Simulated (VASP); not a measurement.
# Mo (P6_3/mmc) in VASP: further runs

Aim: see how the results for Mo move with the level of theory and the settings. Levels: r2SCAN, r2SCAN+rVV10. Tasks: relaxation of cell and atoms.

Everything below comes from runs of VASP 6.6.1. Logs are shortened: lines on timing, memory, paths and dates and some standing lists are left out, and cuts for length are marked.

### Step 1. Starting point

The structure is hexagonal, space group P6_3/mmc (No. 194). Conventional cell: a = 2.805 Å, b = 2.805 Å, c = 4.580 Å, α = 90.00°, β = 90.00°, γ = 120.00°. Mo (site symmetry -6m2) is surrounded by 12 Mo at 2.80 Å.

This isn't the form of Mo at room conditions, which is bcc.

### Step 2. Relaxation of cell and atoms, r2SCAN

File INCAR:

```
PREC = Accurate
ENCUT = 600
EDIFF = 1E-7
ISMEAR = 0
SIGMA = 0.1
LREAL = False
LASPH = True
NELM = 80
ALGO = Normal
ISIF = 3
LWAVE = False
LCHARG = False
METAGGA = R2SCAN
LMIXTAU = True
IBRION = 2
NSW = 90
EDIFFG = -0.005
```

File KPOINTS:

```
regular mesh
0
Gamma
  18 18 10
```

File POSCAR:

```
Mo
1.0
    2.8046577100      0.0000000000      0.0000000000
   -1.4023288500      2.4289048200      0.0000000000
    0.0000000000      0.0000000000      4.5800060300
Mo
2
Direct
    0.3333333300      0.6666666700      0.2500000000
    0.6666666700      0.3333333300      0.7500000000
```

Potentials or basis: VASP PAW PBE potentials, release 64 (Mo_sv).

Command:

```console
$ cat potpaw_PBE.64/Mo_sv/POTCAR > POTCAR
$ mpirun -np 1 vasp_std > vasp.out
```

OUTCAR:

```text
PREC = Accurate
   ENCUT = 600
   EDIFF = 1E-7
   ISMEAR = 0
   LREAL = False
   LASPH = True
   NELM = 80
   ISIF = 3
   METAGGA = R2SCAN
   IBRION = 2
   NSW = 90
   EDIFFG = -0.005

 ion  position               nearest neighbor table
   1  0.333  0.667  0.250-   2 2.80   2 2.80   2 2.80   2 2.80   2 2.80   2 2.80
   2  0.667  0.333  0.750-   1 2.80   1 2.80   1 2.80   1 2.80   1 2.80   1 2.80

  LATTYP: Found a hexagonal cell.
 ALAT       =     2.8046577100
 C/A-ratio  =     1.6329999963

  Lattice vectors:

 A1 = (   2.8046577100,   0.0000000000,   0.0000000000)
 A2 = (  -1.4023288500,   2.4289048200,   0.0000000000)
 A3 = (   0.0000000000,   0.0000000000,   4.5800060300)

Analysis of symmetry for initial positions (statically):
=====================================================================
 Subroutine PRICEL returns:
 Original cell was already a primitive cell.

 Routine SETGRP: Setting up the symmetry group for a
 hexagonal supercell.

 Subroutine GETGRP returns: Found 24 space group operations
 (whereof 12 operations were pure point group operations)
 out of a pool of 24 trial point group operations.

The static configuration has the point symmetry D_3d.
 The point group associated with its full space group is D_6h.

Analysis of symmetry for dynamics (positions and initial velocities):
=====================================================================
 Subroutine PRICEL returns:
 Original cell was already a primitive cell.

 Routine SETGRP: Setting up the symmetry group for a
 hexagonal supercell.

 Subroutine GETGRP returns: Found 24 space group operations
 (whereof 12 operations were pure point group operations)
 out of a pool of 24 trial point group operations.

The dynamic configuration has the point symmetry D_3d.
 The point group associated with its full space group is D_6h.

 Subroutine INISYM returns: Found 24 space group operations
 (whereof 12 operations are pure point group operations),
 and found     1 'primitive' translations

----------------------------------------------------------------------------------------

                                     Primitive cell

  volume of cell :      31.2001

  direct lattice vectors                    reciprocal lattice vectors
     2.804657710  0.000000000  0.000000000     0.356549748  0.205854093  0.000000000
    -1.402328850  2.428904820  0.000000000     0.000000000  0.411708187  0.000000000
[... 107 lines left out ...]
  Fermi-wavevector in a.u.,A,eV,Ry     =   1.579097  2.984060 33.926755  2.493546
  Thomas-Fermi vector in A             =   2.679528
   LORBIT       =      0    0 simple, 1 ext, 2 COOP (PROOUT), +10 PAW based schemes
   METAGGA = R2SCAN    functional components
   LHFCALC =     F    Hartree Fock is set to
   AEXX    =    0.0000 exact exchange contribution
   IVDW    =     0    specifies the selected vdW correction
   LEPSILON=     F    determine dielectric tensor
   LRPA    =     F    only Hartree local field effects (RPA)
 conjugate gradient relaxation of ions
 non-spin polarized calculation
 Gauss-broadening in eV      SIGMA  =   0.10
  energy-cutoff  :      600.00
  volume of cell :       31.20
 maximum number of plane-waves:      1087
 NGX is ok and might be reduce to    24

--------------------------------------- Ionic step        1  -------------------------------------------

 number of electron      28.0000000 magnetization

 Free energy of the ion-electron system (eV)
  ---------------------------------------------------
  ext. energy  EPLUGINS =         0.00000000
  ---------------------------------------------------
  free energy    TOTEN  =       -51.04948609 eV

  energy without entropy =      -51.03114577  energy(sigma->0) =      -51.04031593

------------------------ aborting loop because EDIFF is reached ----------------------------------------

  FORCE on cell =-STRESS in cart. coord.  units (eV):
  Direction    XX          YY          ZZ          XY          YZ          ZX
  --------------------------------------------------------------------------------------
  -------------------------------------------------------------------------------------
  Total        0.4387001      0.4387001      1.7880383      0.0000000      0.0000000     -0.0000000
  in kB       22.5279610     22.5279609     91.8186694      0.0000000      0.0000000     -0.0000000
  external PRESSURE =      45.6248638 kB  Pullay stress =       0.0000000 kB
[... 89 lines left out ...]
  FREE ENERGIE OF THE ION-ELECTRON SYSTEM (eV)
  ---------------------------------------------------
  free  energy   TOTEN  =       -51.0736422475 eV

  energy  without entropy=      -51.0560597084  energy(sigma->0) =      -51.06485098

[... ionic steps 4 to 9 ...]

--------------------------------------- Ionic step       10  -------------------------------------------

 number of electron      27.9999998 magnetization

------------------------ aborting loop because EDIFF is reached ----------------------------------------
[... 67 lines left out ...]
--------------------------------------- Ionic step       12  -------------------------------------------

 number of electron      27.9999998 magnetization

 Free energy of the ion-electron system (eV)
  ---------------------------------------------------
  ext. energy  EPLUGINS =         0.00000000
  ---------------------------------------------------
  free energy    TOTEN  =       -51.16898566 eV

  energy without entropy =      -51.15792747  energy(sigma->0) =      -51.16345657

 E-fermi :  11.8966     XC(G=0): -14.4389

 val. band max:       11.8898686850   @ k =   0.3333   0.1111   0.5000
 cond. band min:      11.9056506830   @ k =   0.1111   0.0556   0.3000
 fundamental gap:      0.0157819981
 Fermi energy:        11.8965942845

 k-point     1 :       0.0000    0.0000    0.0000
  band No.  band energies     occupation
      1     -50.9673      2.00000
      2     -50.8033      2.00000
      3     -24.8163      2.00000
      4     -23.7236      2.00000
      5     -23.4878      2.00000
      6     -23.4878      2.00000
[... 481 lines left out ...]
      5     -24.2284      2.00000
      6     -23.9522      2.00000
[... 10 lines left out ...]
     17      15.3042      0.00000
     18      16.0492      0.00000

 [... further k-points ...]
[... 5 lines left out ...]
  --------------------------------------------------------------------------------------
  -------------------------------------------------------------------------------------
  Total        0.0038313      0.0038313     -0.0092718      0.0000000      0.0000000     -0.0000000
  in kB        0.1913011      0.1913011     -0.4629485      0.0000000      0.0000000     -0.0000000
  external PRESSURE =      -0.0267821 kB  Pullay stress =       0.0000000 kB
[... 17 lines left out ...]
  FREE ENERGIE OF THE ION-ELECTRON SYSTEM (eV)
  ---------------------------------------------------
  free  energy   TOTEN  =       -51.1689856627 eV

  energy  without entropy=      -51.1579274694  energy(sigma->0) =      -51.16345657

 reached required accuracy - stopping structural energy minimisation
```

OSZICAR:

```text
N       E                     dE             d eps       ncg     rms          rms(c)
DAV:   1     0.297295536532E+03    0.29730E+03   -0.20363E+04  8000   0.188E+03
DAV:   2    -0.540512904718E+02   -0.35135E+03   -0.34670E+03  8900   0.536E+02
DAV:   3    -0.635274647497E+02   -0.94762E+01   -0.91499E+01 10304   0.833E+01
DAV:   4    -0.636438118794E+02   -0.11635E+00   -0.11503E+00  9164   0.750E+00
[... 178 lines left out ...]
DAV:   5    -0.511689845693E+02   -0.27266E-05   -0.36184E-06  8072   0.233E-02    0.791E-04
DAV:   6    -0.511689876508E+02   -0.30815E-05   -0.24998E-07  6462   0.584E-03    0.373E-04
DAV:   7    -0.511689852144E+02    0.24365E-05   -0.14026E-07  4668   0.405E-03    0.197E-04
DAV:   8    -0.511689856075E+02   -0.39315E-06   -0.53487E-09  4008   0.837E-04    0.962E-05
DAV:   9    -0.511689856627E+02   -0.55145E-07   -0.10137E-09  4004   0.323E-04
  12 F= -.51168986E+02 E0= -.51163457E+02  d E =-.527775E-05
```

CONTCAR:

```text
Mo
   1.00000000000000
     2.7390272518992207   -0.0000000001353279   -0.0000000000000000
    -1.3695136211838104    2.3720671764965870   -0.0000000000000000
     0.0000000000000000    0.0000000000000000    4.9387443864489287
  Mo
     2
Direct
     0.3333333300000021    0.6666666699999979    0.2500000000000000
     0.6666666699999979    0.3333333300000021    0.7500000000000000

  0.00000000E+00  0.00000000E+00  0.00000000E+00
  0.00000000E+00  0.00000000E+00  0.00000000E+00
```

It took 84 min on 1 thread of Intel Xeon Platinum 8259CL at 2.50GHz (Skylake/Cascade Lake), shared host; peak memory 0.29 GiB.

Results:

```yaml
Free_energy: -51.1690 eV
Relaxed_volume: 16.04 Å³/atom
Relaxed_cell: a = 2.739 Å, b = 2.739 Å, c = 4.939 Å, α = 90.00°, β = 90.00°, γ = 120.00°
Space_group_after_relaxing_to_0.05_Å: P6_3/mmc (No. 194)
Energy_gained_by_relaxing: 59.7 meV/atom
Ionic_steps: 12
Pressure_after_relaxing: 0.0 GPa
Band_gap_on_the_k_mesh: none (metal or under the smearing width)
```

Step by step:
```tsv
step	energy change (eV)	largest force (eV/Å)	pressure (GPa)	volume (Å³)
1	0.0000	0.0000	4.56	31.20
2	-0.0078	0.0000	-9.80	33.24
3	-0.0242	0.0000	-3.84	32.32
4	-0.0569	0.0000	-5.52	32.63
5	-0.0747	0.0000	-9.11	33.48
6	-0.0878	0.0000	-7.77	33.09
7	-0.1173	0.0000	-0.06	32.15
8	-0.1180	0.0000	-1.11	32.27
9	-0.1192	0.0000	-0.53	32.17
10	-0.1195	0.0000	-0.09	32.10
11	-0.1195	0.0000	-0.12	32.10
12	-0.1195	0.0000	0.00	32.09
```

Final structure:
```
CELL_PARAMETERS angstrom
2.73903 0.00000 0.00000
-1.36951 2.37207 0.00000
0.00000 0.00000 4.93874
ATOMIC_POSITIONS crystal
Mo 0.33333 0.66667 0.25000
Mo 0.66667 0.33333 0.75000
```

Levels at points of the mesh, in eV from the Fermi level:
```tsv
k point	band 11	band 12	band 13	band 14	band 15	band 16	band 17	band 18
(0.00, 0.00, 0.00)	-2.05	-0.70	-0.70	-0.21	-0.21	0.29	1.70	1.70
(0.50, 0.00, 0.00)	-4.42	-1.35	-0.49	-0.31	-0.25	3.81	4.72	4.95
(0.00, 0.00, 0.50)	-2.21	-2.21	-0.64	-0.64	-0.64	-0.64	2.91	2.91
(0.50, 0.00, 0.50)	-3.58	-3.58	1.40	1.40	1.75	1.75	4.85	4.85
```

Caveat: the PAW data sets were made with another functional, which shifts forces and pressure a little.

### Step 3. Relaxation of cell and atoms, r2SCAN+rVV10

INCAR, as its differences from that of step 2:

```diff
@@ -14,2 +14,6 @@
 LMIXTAU = True
+LUSE_VDW = True
+IVDW_NL = 2
+BPARAM = 11.95
+CPARAM = 0.0093
 IBRION = 2
```

KPOINTS is that of step 2.

POSCAR is that of step 2.

Potentials or basis: VASP PAW PBE potentials, release 64 (Mo_sv).

Command:

```console
$ cat potpaw_PBE.64/Mo_sv/POTCAR > POTCAR
$ mpirun -np 1 vasp_std > vasp.out
```

Wall time 1.7 h (1 thread of Intel Xeon Platinum 8259CL at 2.50GHz (Skylake/Cascade Lake), shared host); peak memory 0.39 GiB.

Results (log left out):

| Item | Value |
| --- | --- |
| Free energy | -50.7128 eV |
| Relaxed volume | 15.94 Å³/atom |
| Relaxed cell | a = 2.735 Å, b = 2.735 Å, c = 4.921 Å, α = 90.00°, β = 90.00°, γ = 120.00° |
| Space group after relaxing (to 0.05 Å) | P6_3/mmc (No. 194) |
| Energy gained by relaxing | 55.8 meV/atom |
| Ionic steps | 17 |
| Pressure after relaxing | 0.0 GPa |
| Band gap on the k mesh | none (metal or under the smearing width) |

The path:
```
step  energy change (eV)  largest force (eV/Å)  pressure (GPa)  volume (Å³)
   1              0.0000                0.0000            3.00        31.20
   2             -0.0302                0.0000           -6.54        32.53
   3             -0.0302                0.0000           -6.53        32.52
   4             -0.0405                0.0000           -7.18        32.65
   5             -0.0623                0.0000           -9.03        33.00
   6             -0.0372                0.0000          -11.47        33.66
   7             -0.0652                0.0000           -9.64        33.14
   8             -0.0884                0.0000           -7.12        32.80
   9             -0.1095                0.0000           -1.92        32.16
  10             -0.1099                0.0000           -1.05        32.06
  11             -0.1099                0.0000           -1.24        32.08
  12             -0.1106                0.0000           -1.01        32.04
  13             -0.1116                0.0000           -0.28        31.92
  14             -0.1116                0.0000           -0.22        31.91
  15             -0.1116                0.0000           -0.20        31.91
  16             -0.1117                0.0000           -0.06        31.89
  17             -0.1117                0.0000            0.01        31.88
```

Final structure:
```yaml
crystal:
  lattice:
    - [2.73511, 0.00000, 0.00000]
    - [-1.36755, 2.36867, 0.00000]
    - [0.00000, 0.00000, 4.92137]
  atoms:
    - { symbol: Mo, position: [0.33333, 0.66667, 0.25000] }
    - { symbol: Mo, position: [0.66667, 0.33333, 0.75000] }
```

Levels at points of the mesh, in eV from the Fermi level:
| k point | band 11 | band 12 | band 13 | band 14 | band 15 | band 16 | band 17 | band 18 |
| --- | --- | --- | --- | --- | --- | --- | --- | --- |
| (0.00, 0.00, 0.00) | -2.04 | -0.70 | -0.70 | -0.21 | -0.21 | 0.31 | 1.70 | 1.70 |
| (0.50, 0.00, 0.00) | -4.44 | -1.34 | -0.48 | -0.32 | -0.27 | 3.86 | 4.76 | 5.00 |
| (0.00, 0.00, 0.50) | -2.21 | -2.21 | -0.65 | -0.65 | -0.65 | -0.65 | 2.94 | 2.94 |
| (0.50, 0.00, 0.50) | -3.60 | -3.60 | 1.40 | 1.40 | 1.76 | 1.76 | 4.89 | 4.89 |

Caveat: the PAW data sets were made with another functional, which shifts forces and pressure a little.
